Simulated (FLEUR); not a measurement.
# CuO (P4/mmm) in FLEUR: further runs, part 2 of 2

FLEUR MaX-R8.1 (later development tree). The steps go on from the part before.

## 3. Equation of state, PBEsol, 10.54 Å³/atom (volume scaled by 0.94)

Changes to inp.xml since step 2:

```diff
@@ -6,3 +6,3 @@
    <calculationSetup>
-      <cutoffs Kmax="5.08" Gmax="15.7" GmaxXC="15.7" numbands="0"/>
+      <cutoffs Kmax="5.24" Gmax="16.2" GmaxXC="16.2" numbands="0"/>
       <scfLoop itmax="60" minDistance="0.00001" maxIterBroyd="15" imix="Anderson" alpha="0.05" precondParam="0.0" spinf="2.0" sdNocoIR="T"/>
@@ -24,3 +24,3 @@
       <xi:include xmlns:xi="http://www.w3.org/2001/XInclude" href="sym.xml"> </xi:include>
-      <bulkLattice scale="1.0">
+      <bulkLattice scale="0.9795861087">
          <bravaisMatrix>
@@ -34,3 +34,3 @@
       <species name="Copper (Cu)" element="Cu" atomicNumber="29">
-         <mtSphere radius="1.93" gridPoints="639" logIncrement="0.019"/>
+         <mtSphere radius="1.87" gridPoints="639" logIncrement="0.019"/>
          <atomicCutoffs lmax="8" lnonsphr="8"/>
@@ -49,3 +49,3 @@
       <species name="Oxygen (O)" element="O" atomicNumber="8">
-         <mtSphere radius="1.47" gridPoints="487" logIncrement="0.022"/>
+         <mtSphere radius="1.43" gridPoints="487" logIncrement="0.022"/>
          <atomicCutoffs lmax="8" lnonsphr="8"/>
```

Potentials or basis: all-electron, FLAPW.

The run is started by

```
$ inpgen -f crystal.txt -profile fastHighL
$ # inp.xml edited to the form shown
$ fleur_MPI
```

The program printed:

```text
Welcome to FLEUR        (www.flapw.de)
      MaX-Release 8.1          (www.max-centre.eu)

 ========== k-point set info ==========
 Selected k-point list: default-1
 k-point list type: mesh
 7 x 7 x 7
 Number of k points: 40

 ------------Calculation Setup---------------------------
 Number of MPI-tasks      :            1
 Number of PE/node        :            1
 Number of OMP-threads    :            1
 Most efficient MPI parallelization for:
           1           2           4           5           8          10          20          40
 Additional eigenvalue parallelization possible
 Number of basis functions:         1266
 Approximate size of matrices (H+S) per k-point:         0.024 GB
 --------------------------------------------------------
 Iteration:     1   Distance:      47.58881830 me/bohr^3
 Iteration:     2   Distance:      36.31504167 me/bohr^3
 Iteration:     3   Distance:      15.25338548 me/bohr^3
 Iteration:     4   Distance:      13.50262822 me/bohr^3
 Iteration:     5   Distance:       6.71174322 me/bohr^3
 Iteration:     6   Distance:       5.01740795 me/bohr^3
 Iteration:     7   Distance:       3.42202960 me/bohr^3
 Iteration:     8   Distance:       1.69799532 me/bohr^3
 Iteration:     9   Distance:       1.44843708 me/bohr^3
 Iteration:    10   Distance:       0.70699626 me/bohr^3
[... 6 lines left out ...]
 Iteration:    17   Distance:       0.00924698 me/bohr^3
 Iteration:    18   Distance:       0.00538148 me/bohr^3
 Iteration:    19   Distance:       0.00153508 me/bohr^3
 Iteration:    20   Distance:       0.00103576 me/bohr^3
 Iteration:    21   Distance:       0.00029586 me/bohr^3
 Iteration:    22   Distance:       0.00022115 me/bohr^3
 Iteration:    23   Distance:       0.00007296 me/bohr^3
 Iteration:    24   Distance:       0.00001903 me/bohr^3
 Iteration:    25   Distance:       0.00001966 me/bohr^3
 Iteration:    26   Distance:       0.00000221 me/bohr^3

 ********************************************************************
 Run finished successfully
 Stop message:
   all done
 ********************************************************************
```

out.xml (last iteration):

```text
<iteration numberForCurrentRun="   26" overallNumber="   26">
         <energyParameters units="Htr">
            <atomicEP atomType="1" spin="1" branch="4s" branchLowest="-3.85" branchHighest="2.91" value="-0.0020217320"/>
            <atomicEP atomType="1" spin="1" branch="4p" branchLowest="-2.26" branchHighest="3.68" value="0.1345199734"/>
            <atomicEP atomType="1" spin="1" branch="3d" branchLowest="-9.99" branchHighest="0.36" value="0.1347760065"/>
            <atomicEP atomType="1" spin="1" branch="4f" branchLowest="-9.99" branchHighest="4.96" value="0.4526363165"/>
[... 177 lines left out ...]
            </atomTypeDependentContributions>
            <tkbTimesEntropy value="0.0010272833"/>
            <freeEnergy value="-5185.9781081677"/>
            <extrapolationTo0K value="-5185.9775945261"/>
         </totalEnergy>
         <densityConvergence units="me/bohr^3">
            <chargeDensity spin="1" distance="0.0000022127"/>
         </densityConvergence>
      </iteration>
```

Run time: 14 min. Hardware: 1 thread of Arm Neoverse V1, shared host; peak memory 0.13 GiB.

What came out:

| Quantity | Value |
| --- | --- |
| Free energy | -141117.6534 eV |
| Band gap on the k mesh | none (metal or under the smearing width) |
| Valence electrons inside the program's atomic spheres | Cu 17.00, 16.98; O 4.59, 4.54 (radii Cu 1.87, O 1.43 bohr) |

Caveat: an odd number of electrons without spin polarisation forces a metal; a magnetic or distorted state may lie lower; the run has no spin polarisation, though such a crystal can be magnetic; semilocal functionals often make such compounds metallic where correlation or magnetic order opens a gap, which also shifts bond lengths.

## 4. Equation of state, PBEsol, 10.77 Å³/atom (volume scaled by 0.96)

Changes to inp.xml since step 3:

```diff
@@ -24,3 +24,3 @@
       <xi:include xmlns:xi="http://www.w3.org/2001/XInclude" href="sym.xml"> </xi:include>
-      <bulkLattice scale="0.9795861087">
+      <bulkLattice scale="0.9864848297">
          <bravaisMatrix>
```

The run is started by

```
$ inpgen -f crystal.txt -profile fastHighL
$ # inp.xml edited to the form shown
$ fleur_MPI
```

Wall time 16 min (1 thread of Arm Neoverse V1, shared host); peak memory 0.13 GiB.

The run converged. Its results:

```yaml
Free_energy: -141117.6736 eV
Band_gap_on_the_k_mesh: none (metal or under the smearing width)
Valence_electrons_inside_the_program's_atomic_spheres: Cu 16.99, 16.97; O 4.57, 4.53 (radii Cu 1.87, O 1.43 bohr)
```

Caveat: an odd number of electrons without spin polarisation forces a metal; a magnetic or distorted state may lie lower; the run has no spin polarisation, though such a crystal can be magnetic; semilocal functionals often make such compounds metallic where correlation or magnetic order opens a gap, which also shifts bond lengths.

## 5. Equation of state, PBEsol, 11.22 Å³/atom

Changes to inp.xml since step 4:

```diff
@@ -24,3 +24,3 @@
       <xi:include xmlns:xi="http://www.w3.org/2001/XInclude" href="sym.xml"> </xi:include>
-      <bulkLattice scale="0.9864848297">
+      <bulkLattice scale="1.0000000000">
          <bravaisMatrix>
```

The run is started by

```
$ inpgen -f crystal.txt -profile fastHighL
$ # inp.xml edited to the form shown
$ fleur_MPI
```

Wall time 16 min (1 thread of Arm Neoverse V1, shared host); peak memory 0.14 GiB.

Results (log left out):

* Free energy: -141117.6299 eV
* Band gap on the k mesh: none (metal or under the smearing width)
* Valence electrons inside the program's atomic spheres: Cu 16.97, 16.94; O 4.55, 4.51 (radii Cu 1.87, O 1.43 bohr)

Caveat: an odd number of electrons without spin polarisation forces a metal; a magnetic or distorted state may lie lower; the run has no spin polarisation, though such a crystal can be magnetic; semilocal functionals often make such compounds metallic where correlation or magnetic order opens a gap, which also shifts bond lengths.

## 6. Equation of state, PBEsol, 11.67 Å³/atom (volume scaled by 1.04)

Changes to inp.xml since step 5:

```diff
@@ -24,3 +24,3 @@
       <xi:include xmlns:xi="http://www.w3.org/2001/XInclude" href="sym.xml"> </xi:include>
-      <bulkLattice scale="1.0000000000">
+      <bulkLattice scale="1.0131594038">
          <bravaisMatrix>
```

Potentials or basis: all-electron, FLAPW.

The run is started by

```
$ inpgen -f crystal.txt -profile fastHighL
$ # inp.xml edited to the form shown
$ fleur_MPI
```

It took 17 min on 1 thread of Arm Neoverse V1, shared host; peak memory 0.15 GiB.

Results (log left out):

```
Free energy                                           : -141117.4945 eV
Band gap on the k mesh                                : none (metal or under the smearing width)
Valence electrons inside the program's atomic spheres : Cu 16.96, 16.92; O 4.53, 4.49 (radii Cu 1.87, O 1.43 bohr)
```

Caveat: an odd number of electrons without spin polarisation forces a metal; a magnetic or distorted state may lie lower; the run has no spin polarisation, though such a crystal can be magnetic; semilocal functionals often make such compounds metallic where correlation or magnetic order opens a gap, which also shifts bond lengths.

## 7. Equation of state, PBEsol, 11.89 Å³/atom (volume scaled by 1.06)

Changes to inp.xml since step 6:

```diff
@@ -24,3 +24,3 @@
       <xi:include xmlns:xi="http://www.w3.org/2001/XInclude" href="sym.xml"> </xi:include>
-      <bulkLattice scale="1.0131594038">
+      <bulkLattice scale="1.0196128224">
          <bravaisMatrix>
```

The run is started by

```
$ inpgen -f crystal.txt -profile fastHighL
$ # inp.xml edited to the form shown
$ fleur_MPI
```

Wall time 20 min (1 thread of Arm Neoverse V1, shared host); peak memory 0.15 GiB.

The run converged. Its results:

```yaml
Free_energy: -141117.3982 eV
Band_gap_on_the_k_mesh: none (metal or under the smearing width)
Valence_electrons_inside_the_program's_atomic_spheres: Cu 16.95, 16.91; O 4.52, 4.48 (radii Cu 1.87, O 1.43 bohr)
```

Caveat: an odd number of electrons without spin polarisation forces a metal; a magnetic or distorted state may lie lower; the run has no spin polarisation, though such a crystal can be magnetic; semilocal functionals often make such compounds metallic where correlation or magnetic order opens a gap, which also shifts bond lengths.

## 8. Equation of state, PBEsol

No new run: the results of the series are fitted here.

Results:

```
Equilibrium volume                        : 10.81 Å³/atom
Bulk modulus at fixed shape and positions : 163 GPa
Pressure derivative of the bulk modulus   : 4.6 (rough: it moves with the points fitted)
```

Energy against volume, from the lowest point:
| volume (Å³/atom) | energy (meV/atom) |
| --- | --- |
| 10.545 | 3.37 |
| 10.769 | 0.00 |
| 11.218 | 7.29 |
| 11.667 | 29.85 |
| 11.891 | 45.91 |

Caveat: the cell was scaled at fixed shape and fractional positions, which overstates the stiffness of a crystal with free parameters, most of all of layers and chains; the run has no spin polarisation, though such a crystal can be magnetic.
